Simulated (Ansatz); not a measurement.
HfSiO4 (Hafnon):

```
Hf Si O
1.0
    -3.28625    3.28625    2.98160
     3.28625   -3.28625    2.98160
     3.28625    3.28625   -2.98160
Hf Si O
2 2 8
Direct
  0.00000 0.00000 0.00000
  0.75000 0.25000 0.50000
  0.50000 0.50000 0.00000
  0.25000 0.75000 0.50000
  0.68020 0.49570 0.81550
  0.24570 0.93020 0.31550
  0.68020 0.86470 0.18450
  0.61470 0.93020 0.68450
  0.06980 0.38530 0.31550
  0.50430 0.31980 0.18450
  0.06980 0.75430 0.68450
  0.13530 0.31980 0.81550
```

```yaml
Program: Ansatz 0.2.0
Task: relaxation of cell and atoms
Functional: PBE
Dispersion: D3(BJ)
Potentials_or_basis: Ansatz PAW
Cutoff: "420 eV (not typed: the program's choice for these potentials)"
k_mesh: 6 × 6 × 6
Occupations: fermi-dirac, width 0.05 eV
Spin: no spin polarisation
```

At the start: volume 10.73 Å³/atom.

Q: Where does the relaxation end?

A: It ends after 8 steps and the volume is 10.91 Å³/atom (+1.6 %); space group I4_1/amd (No. 141, to 0.05 Å).

Step by step:
| step | energy change (eV) | largest force (eV/Å) | volume (Å³) |
| --- | --- | --- | --- |
| 1 | 0.0000 | 0.3350 | 128.80 |
| 2 | -0.0161 | 0.2962 | 130.51 |
| 3 | -0.0215 | 0.0174 | 130.79 |
| 4 | -0.0218 | 0.0095 | 130.81 |
| 5 | -0.0219 | 0.0057 | 130.81 |
| 6 | -0.0323 | 0.0055 | 130.81 |
| 7 | -0.0320 | 0.0002 | 130.88 |
| 8 | -0.0324 | 0.0002 | 130.88 |

Final structure:
```xyz
12
Lattice="-3.3035 3.3035 2.9983 3.3035 -3.3035 2.9983 3.3035 3.3035 -2.9983" Properties=species:S:1:pos:R:3 pbc="T T T"
Hf    0.0000    0.0000    0.0000
Hf    0.0000    3.3035    1.4991
Si    0.0000    0.0000    2.9983
Si    3.3035    0.0000    1.4991
O     2.0826    3.3035    1.0841
O     3.3035   -1.2209    2.5833
O     1.2209    0.0000    4.0824
O     3.3035    1.2209    2.5833
O     2.0826    0.0000    0.4150
O     0.0000    1.2209    1.9141
O     4.5244    0.0000    0.4150
O     3.3035    2.0826   -1.0841
```

Caveat: the plane-wave basis is chosen anew once the cell has moved, so the energies of steps on either side of that aren't comparable; the pressure holds a Pulay correction of +0.7 GPa for the finite cutoff.
